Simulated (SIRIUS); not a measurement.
# Ge under changes of volume

One of the cells (23.092 Å³/atom); the others are scaled copies at fixed shape and fractional positions:

```xyz
2
Lattice="0.0000 2.8476 2.8476 2.8476 0.0000 2.8476 2.8476 2.8476 0.0000" Properties=species:S:1:pos:R:3 pbc="T T T"
Ge    4.2715    4.2715    4.2715
Ge    2.8476    2.8476    2.8476
```

- Program: SIRIUS 7.10.0
- Functional: PBE
- Potentials or basis: PseudoDojo 0.4.1 PBE standard (scalar relativistic)
- Cutoff: 1078 eV
- Density cutoff: 4311 eV
- k mesh: 8 × 8 × 8
- Occupations: fermi-dirac, width 0.05 eV
- Spin: no spin polarisation

| volume (Å³/atom) | energy over the lowest point (meV/atom) | pressure (GPa) | gap on the mesh (eV) |
| --- | --- | --- | --- |
| 21.281 | ? | ? | ? |
| 21.733 | 44.71 | 7.1 | 0.31 |
| 22.186 | 27.21 | 5.3 | 0.22 |
| 23.092 | 5.93 | 2.3 | 0.00 |
| 23.545 | 1.23 | 1.0 | 0.00 |
| 23.997 | 0.00 | -0.1 | 0.00 |

**Question.** What does the run at 21.281 Å³/atom give?

**Answer.** Energy over the lowest point 67.66 meV/atom; pressure 9.2 GPa; gap on the mesh 0.38 eV.

Worked out: A Birch-Murnaghan fit of order 3 (a polynomial in V^(-2/3)) to the other rows has its minimum at 23.94 Å³/atom with B0 = V·E''(V) = 59 GPa and B' = 4.5. It gives 67.40 meV/atom at 21.281 Å³/atom, against the run's 67.66, and -dE/dV = 9.0 GPa, against 9.2.

Energies are extrapolated to zero smearing.

A mesh can miss the band edges. Spin-orbit coupling on Ge is left out.
